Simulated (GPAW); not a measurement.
**C in GPAW: convergence with k mesh**

Input of the first run (k mesh 2 × 2 × 4); the others differ in this setting and in those tied to it:

The input run.py:

```python
from ase.dft.bandgap import bandgap
from ase.io import read, write
from ase.units import GPa
from gpaw import GPAW, PW

atoms = read('POSCAR')

calc = GPAW(mode=PW(800),
            xc='LDA',
            kpts={'size': (2, 2, 4), 'gamma': True},
            occupations={'name': 'fermi-dirac', 'width': 0.05},
            nbands=8,
            convergence={'density': 1e-05, 'energy': 1e-05},
            maxiter=100,
            txt='gpaw.txt')
atoms.calc = calc
energy = atoms.get_potential_energy()
forces = atoms.get_forces()
stress = atoms.get_stress()
calc.write('gs.gpw')
write('result.traj', atoms)
print(f'Energy: {energy:.6f} eV')
print('Forces (eV/A):')
print(forces.round(4))
print('Stress (GPa):', (stress / GPa).round(3))
print('Fermi level:', round(calc.get_fermi_level(), 4), 'eV')
print(f'Gap: {bandgap(calc)[0]:.4f} eV, direct: {bandgap(calc, direct=True)[0]:.4f} eV')
```

File POSCAR:

```
C
1.0
    4.2551700000      0.0000000000      0.0000000000
    0.0000000000      4.2551700000      0.0000000000
    0.0000000000      0.0000000000      1.2822900000
C
1
Direct
    0.5000000000      0.5000000000      0.5000000000
```

Potentials or basis: the program's PAW data sets (release 1.2.1) made for this functional, pw.

Launch:

```console
$ OMP_NUM_THREADS=1 python run.py
```

The cell was built by a generator and needn't be a form met in nature.

Hardware: 1 thread of Arm Neoverse V2, with other jobs on the host.

| k mesh | energy less the tightest run, at zero smearing (meV/atom) | pressure (GPa) | SCF cycles | CPU time (s) | peak memory (GiB) |
| --- | --- | --- | --- | --- | --- |
| 2 × 2 × 4 | 1579.27 | 5.02 | 9 | 1.8 | 0.12 |
| 2 × 2 × 6 | -391.46 | -3.87 | 9 | 2.1 | 0.12 |
| 3 × 3 × 8 | 366.36 | -0.12 | 9 | 2.8 | 0.12 |
| 3 × 3 × 10 | -151.03 | -2.63 | 9 | 2.7 | 0.13 |
| 4 × 4 × 13 | 54.11 | -1.67 | 9 | 5.1 | 0.13 |
| 5 × 5 × 15 | 47.86 | -1.66 | 9 | 5.7 | 0.14 |
| 6 × 6 × 18 | -55.22 | -2.11 | 9 | 11 | 0.16 |
| 7 × 7 × 22 | -41.08 | -2.04 | 9 | 12 | 0.16 |
| 8 × 8 × 27 | 0.00 | -1.87 | 9 | 21 | 0.2 |

Not settled before the last step: the energy (to 1 meV/atom), the pressure (to 0.1 GPa). Meshes of other sizes hit other points, so gaps and Fermi surfaces needn't settle smoothly. The tightest run that finished is the yardstick and may itself not be fully converged.
